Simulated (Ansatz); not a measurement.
# Y: equation of state

The task here is to estimate one member of a computed series from the others.

This is Y in the fcc structure; at room conditions it is hcp.

Computed with Ansatz 0.2.0 (DFT PBE, scalar-relativistic, unless a step's input says otherwise).

**The system as given**

It takes space group Fm-3m (No. 225, cubic). The conventional cell has a = 4.970 Å, b = 4.970 Å, c = 4.970 Å, α = 90.00°, β = 90.00°, γ = 90.00°. Around Y (site symmetry m-3m) lie 12 Y at 3.51 Å.

Coordinates:

```
CELL_PARAMETERS angstrom
0.00000 2.48500 2.48500
2.48500 0.00000 2.48500
2.48500 2.48500 0.00000
ATOMIC_POSITIONS crystal
Y 0.00000 0.00000 0.00000
```

Structure: COD 1534898, as refined from experiment and not relaxed.

The first run:

Contents of input.yaml:

```yaml
crystal:
  lattice:
    - [0.0, 2.4347030121, 2.4347030121]
    - [2.4347030121, 0.0, 2.4347030121]
    - [2.4347030121, 2.4347030121, 0.0]
  atoms:
    - { symbol: "Y", position: [0.0, 0.0, 0.0] }
kpoints:
  mp_grid: { grid: [14, 14, 14] }
scf:
  occupations: { method: fermi_dirac, width: 0.03 }
hamiltonian:
  xc: pbe
  pseudopotentials: { kind: all_electron, lapw: { basis_error: 0.001 } }
output:
  forces: true
  stress: true
  eigenvalues: true
```

Steps of the session up to this table: Volume × 0.9405, LAPW; Volume × 0.9405, PAW; Volume × 0.9405, crystal datasets; Volume × 0.97, LAPW; Volume × 0.97, PAW; Volume × 1.03, LAPW; Volume × 1.03, PAW; Volume × 1.06, LAPW; Volume × 1.06, PAW; Volume × 1.06, crystal datasets.

One table of the session follows, with a row left open; its other results are not shown here.

It belongs to the step «The equation of state». 

```
          method  volume (Å³/atom)  pressure (GPa)
            LAPW            28.865            5.50
            LAPW            29.770            3.86
            LAPW            30.691            2.38
            LAPW            31.612            1.07
            LAPW            32.532           -0.10
             PAW            28.865            5.50
             PAW            29.770            3.86
             PAW            30.691            2.38
             PAW            31.612               ?
             PAW            32.532           -0.10
crystal datasets            28.865            5.50
crystal datasets            30.691            2.38
crystal datasets            32.532           -0.10
```

Estimate the missing values for PAW, 31.612.

As computed: pressure (GPa): 1.06. In the column «pressure (GPa)» it lies between crystal datasets, 32.532 (-0.10) and LAPW, 31.612 (1.07).

Caveats from the session: Warnings in the runs' records: gradients without spin orbit, crystal datasets made.
